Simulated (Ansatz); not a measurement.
Ga under changes of volume

One of the cells (17.718 Å³/atom); the others are scaled copies at fixed shape and fractional positions:

```
Ga
1.0
    -1.38440    1.38440    2.31122
     1.38440   -1.38440    2.31122
     1.38440    1.38440   -2.31122
Ga
1
Direct
  0.00000 0.00000 0.00000
```

This isn't the form of Ga at room conditions, which is orthorhombic.

```yaml
Program: Ansatz 0.2.0
Functional: PBE0
Potentials_or_basis: Ansatz PAW
Cutoff: "420 eV (not typed: the program's choice for these potentials)"
k_mesh: 6 × 6 × 6
Occupations: fermi-dirac, width 0.05 eV
Spin: no spin polarisation
```

```csv
volume (Å³/atom),energy over the lowest point (meV/atom),pressure (GPa)
16.655,41.10,8.0
17.010,25.59,6.1
17.364,?,?
17.718,6.25,2.8
18.073,1.69,1.4
18.427,0.00,0.1
18.781,0.96,-1.0
```

Q: What does the run at 17.364 Å³/atom give?

A: Energy over the lowest point 14.10 meV/atom; pressure 4.3 GPa.

Worked out: A Birch-Murnaghan fit of order 3 (a polynomial in V^(-2/3)) to the other rows has its minimum at 18.47 Å³/atom with B0 = V·E''(V) = 61 GPa and B' = 4.5 at fixed shape and positions, which overstates the stiffness. It gives 14.12 meV/atom at 17.364 Å³/atom, against the run's 14.10, and -dE/dV = 4.3 GPa, against 4.3.

Energies are extrapolated to zero smearing.

Caveats: all runs use coarse meshes; the PAW data sets come from PBE, with cores solved anew for the run's functional, which leaves a small shift of forces and pressure; the thresholds are loose for stress.
